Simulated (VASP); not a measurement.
Set up this calculation in VASP 6.6.1, as the native input.

- Task: single point
- Functional: B3LYP
- Potentials or basis: VASP PAW PBE potentials, release 64 (Mg)
- Cutoff: 520 eV
- k mesh: 6 × 6 × 3
- Occupations: fermi-dirac, width 0.1 eV
- Spin: no spin polarisation
- Dipole correction: no
- Exchange at q = 0: truncated
- Grid for exact exchange (PRECFOCK): Normal
- Further INCAR settings: ALGO = Normal; EDIFF = 1e-06; NBANDS = 9

Mg:

```
Mg
1.0
     3.21625    0.00000    0.00000
    -1.60813    2.78536    0.00000
     0.00000    0.00000    5.22905
Mg
2
Direct
  0.33333 0.66667 0.25000
  0.66667 0.33333 0.75000
```

These files were run (other wordings do the same):

POSCAR

```
Mg
1.0
    3.2162540837      0.0000000000      0.0000000000
   -1.6081270418      2.7853577416      0.0000000000
    0.0000000000      0.0000000000      5.2290504425
Mg
2
Direct
    0.3333333333      0.6666666667      0.2500000000
    0.6666666667      0.3333333333      0.7500000000
```

INCAR.step1

```
SYSTEM = Mg
ALGO = Normal ; EDIFF = 1E-5
ENCUT = 520 ; GGA = PE
ISIF = 2 ; ISMEAR = -1
LASPH = .TRUE. ; LCHARG = .FALSE.
LREAL = .FALSE. ; LWAVE = .TRUE.
NBANDS = 9 ; NELM = 80
PREC = Accurate ; SIGMA = 0.1
```

INCAR.step2

```
SYSTEM = Mg
AEXX = 0.2 ; AGGAC = 0.81
AGGAX = 0.72 ; ALDAC = 0.19
ALGO = Normal ; EDIFF = 1E-6
ENCUT = 520 ; GGA = B3
HFRCUT = -1 ; ISIF = 2
ISMEAR = -1 ; ISTART = 1
LASPH = .TRUE. ; LCHARG = .FALSE.
LHFCALC = .TRUE. ; LREAL = .FALSE.
LWAVE = .FALSE. ; NBANDS = 9
NELM = 80 ; PREC = Accurate
PRECFOCK = Normal ; SIGMA = 0.1
```

KPOINTS

```
k-points
0
G
  6 6 3
  0 0 0
```

Potentials or basis: VASP PAW PBE potentials, release 64 (Mg).

Command:

```console
$ cat potpaw_PBE.64/Mg/POTCAR > POTCAR
$ cp INCAR.step1 INCAR
$ mpirun -np 1 vasp_std > vasp.out
$ cp INCAR.step2 INCAR
$ mpirun -np 1 vasp_std > vasp.out
```

It gave:

* Pressure: -0.7 GPa
* Band gap on the k mesh: none (metal or under the smearing width)

Caveat: the k mesh is coarse (spacing up to 0.40 Å⁻¹), so the values aren't converged, least of all with exact exchange; the PAW data sets were made with another functional, which shifts forces and pressure a little.

It took 3 min on 1 thread of Intel(R) Xeon(R) Platinum 8488C (Sapphire Rapids) (shared host), peak memory 0.17 GiB.
